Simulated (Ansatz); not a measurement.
# AlAs: the change of smallest direct gap on path and band gap with volume per atom

Results calculated with Ansatz 0.2.0, not measured. Periodic Kohn-Sham DFT of a crystal at fixed atoms; Kohn-Sham levels at symmetry points; band -1 is the highest filled and +1 the lowest empty one at that point, spin up along a +z start moment.

Cell of the first row (space group F-43m, No. 216):
```
cell vectors (Å)
   0.0000     2.7726     2.7726
   2.7726     0.0000     2.7726
   2.7726     2.7726     0.0000
atoms (fractions of the cell vectors)
Al  0.00000  0.00000  0.00000
As  0.75000  0.75000  0.75000
```

Settings of every row: method all-electron LAPW; functional PBEsol; relativity scalar; k mesh 11x11x11; filling fermi-dirac; smearing width 0.05 eV; basis error target 1 meV/atom; nucleus gaussian.

Atom start moment: 0 on all atoms.

Limits: semilocal functionals tend to give too small a gap; no spin-orbit coupling, which shifts gaps with heavier elements (AlAs).

| row | volume per atom (Å³) | smallest direct gap on path (eV) | band gap (eV) |
| --- | --- | --- | --- |
| 1 | 21.314 | 2.453 | 1.219 |
| 2 | 21.768 | 2.285 | 1.258 |
| 3 | 22.221 | 2.121 | 1.296 |
| 4 | 22.448 | 2.042 | 1.313 |
| 5 | 22.675 | 1.963 | 1.331 |
| 6 | 22.902 | 1.886 | 1.347 |
| 7 | 23.128 | 1.811 | 1.364 |
| 8 | 23.582 | 1.663 | 1.395 |
| 9 | 24.035 | ? | ? |

Question: what smallest direct gap on path and band gap should row 9 give?

Worked fit of smallest direct gap on path. Take t = volume per atom − 23, in Å³. The shown rows have t = -1.686, -1.232, -0.779, -0.552, -0.325, -0.098, 0.128, 0.582. Least squares give smallest direct gap on path = 1.8533 − 0.33429 × t + 0.01277 × t² eV; a straight line predicts inner rows, each left out in turn, worse (root mean square 0.005 against 0.00046 eV). All shown rows lie on it to the printed digit. The withheld row has t = 1.035, so the fit gives 1.8533 − 0.33429 × (1.035) + 0.01277 × (1.035)² = 1.521 eV.

The calculation gave 1.52 eV. The fit lies 0.001 eV (0.11 % of the column's range) above it, one unit of the last digit. This row lies beyond the range of the fit.

Worked fit of band gap. Take t = volume per atom − 23, in Å³. The shown rows have t = -1.686, -1.232, -0.779, -0.552, -0.325, -0.098, 0.128, 0.582. Least squares give band gap = 1.3547 + 0.07214 × t − 0.00495 × t² eV; a straight line predicts inner rows, each left out in turn, worse (root mean square 0.002 against 0.0005 eV). The rows lie off it by 0.000, 0.000, 0.001, 0.000, 0.000, -0.001, 0.000, 0.000. The withheld row has t = 1.035, so the fit gives 1.3547 + 0.07214 × (1.035) − 0.00495 × (1.035)² = 1.424 eV.

The calculation gave 1.424 eV. The fit meets it to the printed digit. This row lies beyond the range of the fit.
